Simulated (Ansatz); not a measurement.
## Ideal shear of a crystal plane in Al₃GaN₄

These are results of Ansatz 0.2.0, DFT r2SCAN, scalar-relativistic, plane waves, PAW, not measurements. The runs took a 500 eV cutoff, a Γ-centred 5×5×3 mesh and Gaussian smearing (0.05 eV). No spin polarisation. Energies are free energies at this smearing, counted from the undisturbed cell; pressure is positive in compression.

The undisturbed cell (relaxed at this level; it needn't be the usual structure):

```yaml
crystal:
  lattice:
    - [0.00000, -4.40124, 0.00000]
    - [0.00000, 0.00000, -4.40124]
    - [8.80247, 0.00000, 0.00000]
  atoms:
    - { symbol: Al, position: [0.50000, 0.00000, 0.93890] }
    - { symbol: Al, position: [0.50000, 0.00000, 0.43890] }
    - { symbol: Al, position: [0.00000, 0.50000, 0.93890] }
    - { symbol: Al, position: [0.00000, 0.50000, 0.43890] }
    - { symbol: Al, position: [0.50000, 0.50000, 0.18890] }
    - { symbol: Al, position: [0.50000, 0.50000, 0.68890] }
    - { symbol: Ga, position: [0.00000, 0.00000, 0.18890] }
    - { symbol: Ga, position: [0.00000, 0.00000, 0.68890] }
    - { symbol: N, position: [0.25554, 0.74446, 0.06113] }
    - { symbol: N, position: [0.25554, 0.74446, 0.56113] }
    - { symbol: N, position: [0.74446, 0.25554, 0.06113] }
    - { symbol: N, position: [0.74446, 0.25554, 0.56113] }
    - { symbol: N, position: [0.25554, 0.25554, 0.81667] }
    - { symbol: N, position: [0.25554, 0.25554, 0.31667] }
    - { symbol: N, position: [0.74446, 0.74446, 0.81667] }
    - { symbol: N, position: [0.74446, 0.74446, 0.31667] }
```

The cut lies on the cell's a–b face, a (1 0 0) plane (indices in the standard cell, whose axes needn't be the Cartesian ones shown) of area 19.37 Å², between layers 1.08 Å apart. Vector c is tilted by f times 1·a − 1·b (length 6.224 Å) with the atoms' Cartesian places fixed: one unrelaxed fault a cell. The traction is dγ/du, the slope of γ against the slip u in Å. Some rows repeat others by symmetry and weren't run.

| f | γ (mJ/m²) | traction (GPa) |
| --- | --- | --- |
| 0.0000 | 0 | 0.0 |
| 0.0833 | 1206 | 45.5 |
| 0.1667 | 4204 | 59.6 |
| 0.2500 | 6019 | -0.1 |
| 0.3333 | 4200 | -59.6 |
| 0.4167 | 1201 | -45.5 |
| 0.5000 | -6 | 0.0 |
| 0.5833 | 1201 | 45.5 |
| 0.6667 | 4200 | 59.6 |
| 0.7500 | 6019 | 0.1 |
| 0.8333 | 4204 | -59.6 |
| 0.9167 | 1206 | -45.5 |

Question: Read off the first barrier and the stress needed to climb it, and compare with Frenkel's sinusoid.

Answer: The first sampled maximum lies at f = 0.250, a slip of 1.56 Å, with γ ≈ 6019 mJ/m², which stands in for the unstable fault energy γ_us, and the steepest sampled slope before it is 59.6 GPa. A sinusoid γ = γ_us sin²(πu/λ) with its maximum there has λ = 3.11 Å and a largest slope πγ_us/λ = 60.8 GPa (1 mJ/m² per Å = 0.01 GPa).

Question: Is there a metastable fault on this line?

Answer: The samples dip to a local minimum of -6 mJ/m² at f = 0.500. It lies at or under the start, so the start isn't the lowest stacking here: the two are rival polytypes.

The cut is rigid; relaxing the faces lowers these energies and usually the stresses.

Cost: 7 runs of about 5.9 core-minutes in all, on Arm Neoverse V2 (shared hosts).